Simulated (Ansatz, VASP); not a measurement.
**CoSi in VASP and in Ansatz**

The input INCAR:

```
ALGO     = Normal         # electronic algorithm
EDIFF    = 1E-6           # SCF threshold, eV
ENCUT    = 520            # plane-wave cutoff, eV
GGA      = PE             # functional
ISIF     = 2              # what is computed and relaxed
ISMEAR   = -1             # smearing method
ISPIN    = 2              # spin polarisation
LASPH    = T              # aspherical terms in the spheres
LCHARG   = F              # write CHGCAR
LMAXMIX  = 4              # l up to which the mixer works
LORBIT   = 11             # projections on sites
LREAL    = F              # projectors in reciprocal space
LWAVE    = F              # write WAVECAR
MAGMOM   = 2 0            # initial moments
NBANDS   = 18             # bands
NELM     = 150            # most SCF steps
PREC     = Accurate       # precision mode
SIGMA    = 0.05           # smearing width, eV
```

File KPOINTS:

```
k-points
0
Gamma
  10 10 10
```

The input POSCAR:

```
CoSi
1.0
    2.7813340000      0.0000000000      0.0000000000
    0.0000000000      2.7813340000      0.0000000000
    0.0000000000      0.0000000000      2.7813340000
Co Si
1 1
Direct
    0.0000000000      0.0000000000      0.0000000000
    0.5000000000      0.5000000000      0.5000000000
```

The input input.yaml:

```yaml
crystal:
  lattice:
    - [2.781334, 0.0, 0.0]
    - [0.0, 2.781334, 0.0]
    - [0.0, 0.0, 2.781334]
  atoms:
    - { symbol: Co, position: [0.0, 0.0, 0.0], spin: 2.0 }
    - { symbol: Si, position: [0.5, 0.5, 0.5] }
kpoints:
  mp_grid: { grid: [10, 10, 10] }
scf:
  occupations: { method: fermi_dirac, width: 0.05 }
hamiltonian:
  xc: pbe
  pseudopotentials: { kind: all_electron, lapw: { basis_error: 0.001 } }
magnetization:
  spin_polarized: true
output:
  forces: true
  stress: true
  eigenvalues: true
  populations: true
```

Measurements of this composition are mostly on another form, of space group No. 198.

Alike in both runs: task single point; functional PBE; k mesh 10 × 10 × 10; occupations fermi-dirac, width 0.05 eV; collinear spin.

|  | VASP | Ansatz |
| --- | --- | --- |
| version | VASP 6.6.1 | Ansatz 0.2.0 |
| potentials or method | VASP PAW PBE potentials, release 64 (Co, Si) | all-electron LAPW, scalar-relativistic |
| plane-wave cutoff (eV) | 520 | see its input |

```csv
,VASP,Ansatz,Ansatz less VASP
gap on the k mesh at the Fermi level (eV),none,none,-
pressure (GPa),0.6,0.8,+0.19
net moment per atom (μB),0.27,0.28,+0.006
size of the moment on the site where the two differ most (μB),0.54,0.56,+0.019
```

Site moments also hang on the region over which each program counts them. A gap of «none» marks a metal or a gap that the smearing closes. Ansatz ran all-electron here, so the differences hold the error of VASP's frozen core and of both bases.
